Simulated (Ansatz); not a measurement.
Crystal: InAs.

```
In As
1.0
     0.00000    3.01800    3.01800
     3.01800    0.00000    3.01800
     3.01800    3.01800    0.00000
In As
1 1
Cartesian
  0.0000 0.0000 0.0000
  4.5270 4.5270 4.5270
```

Program: Ansatz 0.2.0. Alike in all runs: cell as given. Hardware: 1 thread of Intel(R) Xeon(R) Processor @ 2.50GHz (Skylake/Cascade Lake), on a shared host.

Problem. Order these runs on this cell by their wall time, lowest first.
A. task single point; level PBE; potentials or basis all-electron LAPW, scalar-relativistic; spin off; k mesh 3 × 3 × 3; cutoff (eV) 249; smearing fermi-dirac 0.06 eV; basis error allowed 0.003 eV/atom; mesh quality coarse
B. task single point; level PBE; potentials or basis all-electron LAPW, scalar-relativistic; spin off; k mesh 8 × 8 × 8; cutoff (eV) 283; smearing gaussian 0.023 eV; basis error allowed 0.001 eV/atom; mesh quality not flagged
C. task band structure; level PBEsol; potentials or basis all-electron LAPW, relativistic spinors; spin SOC, no magnetisation; k mesh 6 × 6 × 6; cutoff (eV) 283; smearing fermi-dirac 0.05 eV; basis error allowed 0.001 eV/atom; mesh quality coarse

Solution. A (6.4 s), B (26 s), C (170 s).

Caveats: some runs use coarse meshes; the k mesh is thin for a metal, which can move the energy by tens of meV per atom (some runs).
